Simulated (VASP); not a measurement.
# N (P6_3/mmc) in VASP: a series of runs, part 3 of 3

VASP 6.6.1. The steps go on from the part before.

## (4) Single point, LDA (strain +0.040 along x and y, -0.080 along z, atoms carried along)

Input file INCAR:

```
SYSTEM = N
  PREC = Accurate
  ENCUT = 520
  EDIFF = 1E-7
  ISMEAR = 0
  SIGMA = 0.15
  LREAL = .FALSE.
  LASPH = .TRUE.
  NELM = 80
  ALGO = Fast
  ISIF = 2
  LWAVE = .FALSE.
  LCHARG = .FALSE.
  NBANDS = 12
```

Input file KPOINTS:

```
regular mesh
0
G
  15 15 8
  0 0 0
```

Input file POSCAR:

```
N
1.0
    3.7741617156      0.0000000000      0.0000000000
   -1.8870808578      3.2685199237      0.0000000000
    0.0000000000      0.0000000000      5.4188000000
N
2
Direct
    0.3333333333      0.6666666667      0.2500000000
    0.6666666667      0.3333333333      0.7500000000
```

Potentials or basis: VASP PAW LDA potentials, release 64 (N).

Command:

```
$ cat potpaw_LDA.64/N/POTCAR > POTCAR
$ mpirun -np 1 vasp_std > vasp.out
```

OUTCAR:

```text
SYSTEM = N
   PREC = Accurate
   ENCUT = 520
   EDIFF = 1E-7
   ISMEAR = 0
   LREAL = .FALSE.
   LASPH = .TRUE.
   NELM = 80
   ISIF = 2

 ion  position               nearest neighbor table
   1  0.333  0.667  0.250-
   2  0.667  0.333  0.750-

  LATTYP: Found a hexagonal cell.
 ALAT       =     3.7741617156
 C/A-ratio  =     1.4357625370

  Lattice vectors:

 A1 = (   3.7741617156,   0.0000000000,   0.0000000000)
 A2 = (  -1.8870808578,   3.2685199237,   0.0000000000)
 A3 = (   0.0000000000,   0.0000000000,   5.4188000000)

Analysis of symmetry for initial positions (statically):
=====================================================================
 Subroutine PRICEL returns:
 Original cell was already a primitive cell.

 Routine SETGRP: Setting up the symmetry group for a
 hexagonal supercell.

 Subroutine GETGRP returns: Found 24 space group operations
 (whereof 12 operations were pure point group operations)
 out of a pool of 24 trial point group operations.

The static configuration has the point symmetry D_3d.
 The point group associated with its full space group is D_6h.

Analysis of symmetry for dynamics (positions and initial velocities):
=====================================================================
 Subroutine PRICEL returns:
 Original cell was already a primitive cell.

 Routine SETGRP: Setting up the symmetry group for a
 hexagonal supercell.

 Subroutine GETGRP returns: Found 24 space group operations
 (whereof 12 operations were pure point group operations)
 out of a pool of 24 trial point group operations.

The dynamic configuration has the point symmetry D_3d.
 The point group associated with its full space group is D_6h.

 Subroutine INISYM returns: Found 24 space group operations
 (whereof 12 operations are pure point group operations),
 and found     1 'primitive' translations

----------------------------------------------------------------------------------------

                                     Primitive cell

  volume of cell :      66.8459

  direct lattice vectors                    reciprocal lattice vectors
     3.774161716  0.000000000  0.000000000     0.264959500  0.152974438  0.000000000
    -1.887080858  3.268519924  0.000000000     0.000000000  0.305948877  0.000000000
     0.000000000  0.000000000  5.418800000     0.000000000  0.000000000  0.184542703

  length of vectors
     3.774161716  3.774161716  5.418800000     0.305948877  0.305948877  0.184542703

  position of ions in fractional coordinates (direct lattice)
     0.333333333  0.666666667  0.250000000
     0.666666667  0.333333333  0.750000000

  ion indices of the primitive-cell ions
   primitive index   ion index
                 1           1
                 2           2

----------------------------------------------------------------------------------------

 KPOINTS: regular mesh

Automatic generation of k-mesh.
 Grid dimensions read from file:
 generate k-points for:   15   15    8

 Generating k-lattice:

  Cartesian coordinates                     Fractional coordinates (reciprocal lattice)
     0.017663967  0.010198296  0.000000000     0.066666667  0.000000000  0.000000000
     0.000000000  0.020396592  0.000000000     0.000000000  0.066666667  0.000000000
[... 41 lines left out ...]
   number of dos      NEDOS =    301   number of ions     NIONS =      2
   total plane-waves  NPLWV =  31360
   dimension x,y,z NGX =    28 NGY =   28 NGZ =   40
   dimension x,y,z NGXF=    56 NGYF=   56 NGZF=   80
   ions per type =               2
   NGX,Y,Z   is equivalent  to a cutoff of  12.33, 12.33, 12.27 a.u.
   NGXF,Y,Z  is equivalent  to a cutoff of  24.67, 24.67, 24.54 a.u.
 SYSTEM =  N
   PREC   = accura    normal or accurate (medium, high low for compatibility)
   ISTART =      0    job   : 0-new  1-cont  2-samecut
   ICHARG =      2    charge: 1-file 2-atom 10-const
   ISPIN  =      1    spin polarized calculation?
   LNONCOLLINEAR =      F non collinear calculations
   LSORBIT =      F    spin-orbit coupling
   LASPH  =      T    aspherical Exc in radial PAW
   ENCUT  =  520.0 eV  38.22 Ry    6.18 a.u.   7.02  7.02 10.08*2*pi/ulx,y,z
   NELM   =     80;   NELMIN=  2; NELMDL= -5     # of ELM steps
   EDIFF  = 0.1E-06   stopping-criterion for ELM
   LREAL  =      F    real-space projection
   EDIFFG = 0.1E-05   stopping-criterion for IOM
   NSW    =      0    number of steps for IOM
   IBRION =     -1    ionic relax: 0-MD 1-quasi-New 2-CG
   NFREE  =      0    steps in history (QN), initial steepest desc. (CG)
   ISIF   =      2    stress and relaxation
   ISYM   =      2    0-nonsym 1-usesym 2-fastsym
   POTIM  = 0.5000    time-step for ionic-motion
   TEBEG  =    0.0;   TEEND  =   0.0 temperature during run
   PSTRESS=    0.0 pullay stress
   NELECT =      10.0000    total number of electrons
   NUPDOWN=      -1.0000    fix difference up-down
   EMIN   =  10.00;   EMAX   =-10.00  energy-range for DOS
   EFERMI =   0.00;   METHOD = LEGACY
   ISMEAR =     0;   SIGMA  =   0.15  broadening in eV -4-tet -1-fermi 0-gaus
   EFERMI_NEDOS =   21; number of points for ismear=-14 and -15
   IALGO  =     68    algorithm
   IMIX   =      4    mixing-type and parameters
     AMIX     =   0.40;   BMIX     =  1.00
     AMIX_MAG =   1.60;   BMIX_MAG =  1.00
  volume/ion in A,a.u.               =      33.42       225.55
  Fermi-wavevector in a.u.,A,eV,Ry     =   0.869060  1.642286 10.276015  0.755266
  Thomas-Fermi vector in A             =   1.987828
   LORBIT       =      0    0 simple, 1 ext, 2 COOP (PROOUT), +10 PAW based schemes
   GGA     = CA    functional components
   LHFCALC =     F    Hartree Fock is set to
   AEXX    =    0.0000 exact exchange contribution
   IVDW    =     0    specifies the selected vdW correction
   LEPSILON=     F    determine dielectric tensor
   LRPA    =     F    only Hartree local field effects (RPA)
 non-spin polarized calculation
 RMM-DIIS sequential band-by-band and
 Gauss-broadening in eV      SIGMA  =   0.15
  energy-cutoff  :      520.00
  volume of cell :       66.85
 maximum number of plane-waves:      1822
 NGX is ok and might be reduce to    28
   NGX = 13   NGY = 13   NGZ = 21

 number of electron      10.0000001 magnetization

 Free energy of the ion-electron system (eV)
  ---------------------------------------------------
  ext. energy  EPLUGINS =         0.00000000
  ---------------------------------------------------
  free energy    TOTEN  =        -2.26592051 eV

  energy without entropy =       -2.15512962  energy(sigma->0) =       -2.21052507

 E-fermi :  -5.1212     XC(G=0):  -6.5474

 val. band max:       -5.1222596584   @ k =   0.0667  -0.0000   0.3750
 cond. band min:      -5.1145168625   @ k =   0.2667   0.0667   0.1250
 fundamental gap:      0.0077427959
 Fermi energy:        -5.1212314370

 k-point     1 :       0.0000    0.0000    0.0000
  band No.  band energies     occupation
      1     -16.7578      2.00000
      2     -16.2747      2.00000
      3      -6.0669      2.00000
      4      -4.9416      0.09039
      5      -4.9416      0.09039
      6      -4.7087      0.00010
      7      -4.7087      0.00010
      8      -4.5313      0.00000
      9       1.7196      0.00000
     10       5.5545      0.00000
     11       6.7411      0.00000
     12      11.2396      0.00000
[... 331 lines left out ...]
 k-point    24 :       0.4000    0.2000    0.0000
  band No.  band energies     occupation
      1     -16.3966      2.00000
      2     -16.3013      2.00000
      3      -5.7946      2.00000
      4      -5.4038      1.99227
      5      -5.3561      1.97321
      6      -5.3147      1.93190
      7      -5.0203      0.34110
      8      -4.9366      0.08174
      9       5.1661      0.00000
     10       5.6845      0.00000
     11       6.8514      0.00000
     12       7.0564      0.00000

 [... further k-points ...]

------------------------ aborting loop because EDIFF is reached ----------------------------------------

  FORCE on cell =-STRESS in cart. coord.  units (eV):
  Direction    XX          YY          ZZ          XY          YZ          ZX
  --------------------------------------------------------------------------------------
  -------------------------------------------------------------------------------------
  Total       -3.1276420     -3.1276420     -4.5496543      0.0000000      0.0000000     -0.0000000
  in kB      -74.9640169    -74.9640169   -109.0471233      0.0000000      0.0000000     -0.0000000
  external PRESSURE =     -86.3250524 kB  Pullay stress =       0.0000000 kB

 VOLUME and BASIS-vectors are now :
 -----------------------------------------------------------------------------
  energy-cutoff  :      520.00
  volume of cell :       66.85
      direct lattice vectors                 reciprocal lattice vectors
     3.774161716  0.000000000  0.000000000     0.264959500  0.152974438  0.000000000
    -1.887080858  3.268519924  0.000000000     0.000000000  0.305948877  0.000000000
     0.000000000  0.000000000  5.418800000     0.000000000  0.000000000  0.184542703

 POSITION                                       TOTAL-FORCE (eV/Angst)
 -----------------------------------------------------------------------------------
     -0.00000      2.17901      1.35470        -0.000000     -0.000000      0.000000
      1.88708      1.08951      4.06410         0.000000      0.000000      0.000000
 -----------------------------------------------------------------------------------
    total drift:                               -0.000000      0.000000      0.000000

  FREE ENERGIE OF THE ION-ELECTRON SYSTEM (eV)
  ---------------------------------------------------
  free  energy   TOTEN  =        -2.2659205137 eV

  energy  without entropy=       -2.1551296222  energy(sigma->0) =       -2.21052507
```

OSZICAR:

```text
N       E                     dE             d eps       ncg     rms          rms(c)
DAV:   1     0.397581795840E+02    0.39758E+02   -0.42079E+03  3248   0.657E+02
DAV:   2    -0.393208508968E+00   -0.40151E+02   -0.39231E+02  5260   0.125E+02
DAV:   3    -0.233351229538E+01   -0.19403E+01   -0.18795E+01  3888   0.281E+01
DAV:   4    -0.235197695168E+01   -0.18465E-01   -0.18402E-01  3436   0.312E+00
DAV:   5    -0.235214281356E+01   -0.16586E-03   -0.16585E-03  3744   0.285E-01    0.150E+00
RMM:   6    -0.226892520892E+01    0.83218E-01   -0.12245E-01  3494   0.202E+00    0.447E-01
RMM:   7    -0.226543946818E+01    0.34857E-02   -0.48692E-02  3739   0.124E+00    0.245E-01
RMM:   8    -0.226665484059E+01   -0.12154E-02   -0.45808E-03  3327   0.470E-01    0.141E-01
RMM:   9    -0.226590681611E+01    0.74802E-03   -0.11085E-03  3931   0.209E-01    0.194E-02
RMM:  10    -0.226592967171E+01   -0.22856E-04   -0.28026E-04  4067   0.102E-01    0.185E-02
RMM:  11    -0.226592370501E+01    0.59667E-05   -0.15861E-05  3887   0.292E-02    0.115E-02
RMM:  12    -0.226592045350E+01    0.32515E-05   -0.10171E-05  3869   0.206E-02    0.200E-03
RMM:  13    -0.226592082195E+01   -0.36845E-06   -0.11952E-06  3995   0.745E-03    0.295E-03
RMM:  14    -0.226592051493E+01    0.30702E-06   -0.57377E-07  3812   0.472E-03    0.104E-04
RMM:  15    -0.226592051369E+01    0.12416E-08   -0.45581E-08  2477   0.137E-03
   1 F= -.22659205E+01 E0= -.22105251E+01  d E =-.110791E+00
```

Run time: 51 s. Hardware: 1 thread of AMD EPYC 9R45 (Zen 5), shared host; peak memory 0.17 GiB.

What came out:

* Free energy: -2.2659 eV
* Pressure: -8.6 GPa
* Band gap on the k mesh: none (metal or under the smearing width)

Levels at points of the mesh, in eV from the Fermi level:
```tsv
k point	band 1	band 2	band 3	band 4	band 5	band 6	band 7	band 8	band 9	band 10
(0.00, 0.00, 0.00)	-11.64	-11.15	-0.95	0.18	0.18	0.41	0.41	0.59	6.84	10.68
(0.00, 0.00, 0.50)	-11.40	-11.40	-0.25	-0.25	0.30	0.30	0.30	0.30	8.38	8.38
```

## (5) Summary

| cell | gap on the mesh (eV) | pressure (GPa) |
| --- | --- | --- |
| strain -0.040 along x and y, -0.040 along z, atoms carried along | none | -11.0 |
| strain +0.000 along x and y, -0.040 along z, atoms carried along | none | -9.2 |
| strain +0.040 along x and y, -0.080 along z, atoms carried along | none | -8.6 |

Alike in all rows: task single point; level LDA; potentials or basis VASP PAW LDA potentials, release 64 (N); no spin polarisation; k mesh 15 × 15 × 8; cutoff (eV) 520; smearing gaussian 0.15 eV.

Total energies depend on the potentials used, so only differences within one code and one set of settings carry meaning.
